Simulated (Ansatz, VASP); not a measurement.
**Ge: VASP beside Ansatz**

File INCAR:

```
  PREC = Accurate
  ENCUT = 520
  EDIFF = 1E-7
  ISMEAR = -1
  SIGMA = 0.05
  LREAL = False
  LASPH = True
  NELM = 60
  ALGO = Normal
  ISIF = 2
  LWAVE = False
  LCHARG = False
  GGA = PS
  NBANDS = 13
```

KPOINTS

```
regular mesh
0
Gamma
  11 11 10
```

Contents of POSCAR:

```
Ge
1.0
    1.3877718785     -2.5830623466      0.0000000000
    1.3877718785      2.5830623466      0.0000000000
    0.0000000000      0.0000000000      2.6801215215
Ge
1
Direct
    0.5000000000      0.5000000000      0.0000000000
```

File input.yaml:

```yaml
crystal:
  lattice:
    - [1.3877718785, -2.5830623466, 0.0]
    - [1.3877718785, 2.5830623466, 0.0]
    - [0.0, 0.0, 2.6801215215]
  atoms:
    - { symbol: Ge, position: [0.5, 0.5, 0.0] }
hamiltonian:
  xc: pbesol
  pseudopotentials: { kind: paw }
kpoints:
  mp_grid: { grid: [11, 11, 10] }
scf:
  occupations: { method: fermi_dirac, width: 0.05 }
output:
  forces: true
  stress: true
  eigenvalues: true
```

Change from the starting cell: volume scaled by 0.98.

Alike in both runs: task single point; functional PBEsol; k mesh 11 × 11 × 10; occupations fermi-dirac, width 0.05 eV; no spin polarisation.

|  | VASP | Ansatz |
| --- | --- | --- |
| version | VASP 6.6.1 | Ansatz 0.2.0 |
| potentials or method | VASP PAW PBE potentials, release 64 (Ge_d) | Ansatz PAW |
| plane-wave cutoff (eV) | 520 | 420 |
| valence electrons in the cell | 14 | 14 |

Ansatz gave:

```
gap on the k mesh at the Fermi level (eV)       : none
pressure (GPa)                                  : -2.8
largest component of the traceless stress (GPa) : 1.83
```

**Question.** Which values does VASP return?

**Answer.** gap on the k mesh at the Fermi level (eV): none; pressure (GPa): -3.0; largest component of the traceless stress (GPa): 1.81.

A gap of «none» marks a metal or a gap that the smearing closes.

Caveats: the PAW data sets were made with another functional, which shifts forces and pressure a little (VASP); the PAW data sets come from PBE, with cores solved anew for the run's functional, which leaves a small shift of forces and pressure (Ansatz).
